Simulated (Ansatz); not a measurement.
Crystal: ZnSe (Stilleite).

```
Se Zn
1.0
     0.00000    2.83380    2.83380
     2.83380    0.00000    2.83380
     2.83380    2.83380    0.00000
Se Zn
1 1
Direct
  0.75000 0.75000 0.75000
  0.00000 0.00000 0.00000
```

Base run:

```yaml
Program: Ansatz 0.2.0
Functional: PBE
Potentials_or_basis: Ansatz PAW
Cutoff: 420 eV
Density_cutoff: 1680 eV
k_mesh: 14 × 14 × 14
Occupations: fermi-dirac, width 0.05 eV
Spin: no spin polarisation
```

Its results: band gap on the k mesh 1.29 eV, direct; pressure 2.1 GPa.

**Question.** After a change of settings the same cell gave: band gap on the k mesh 1.16 eV, direct; pressure 2.1 GPa. Which change was it?
A. k mesh from 14 × 14 × 14 to 6 × 6 × 6; spin from no spin polarisation to spin-orbit coupling, no magnetisation; potential files from those of the base run to others of the same set
B. functional from PBE to r2SCAN; cutoff from 420 eV to 500 eV; density cutoff from 1680 eV to 2000 eV; k mesh from 14 × 14 × 14 to 8 × 8 × 8
C. functional from PBE to revPBE; k mesh from 14 × 14 × 14 to 8 × 8 × 8
D. functional from PBE to SVWN5; k mesh from 14 × 14 × 14 to 8 × 8 × 8

**Answer.** A.

Not every run made on this cell is shown here.
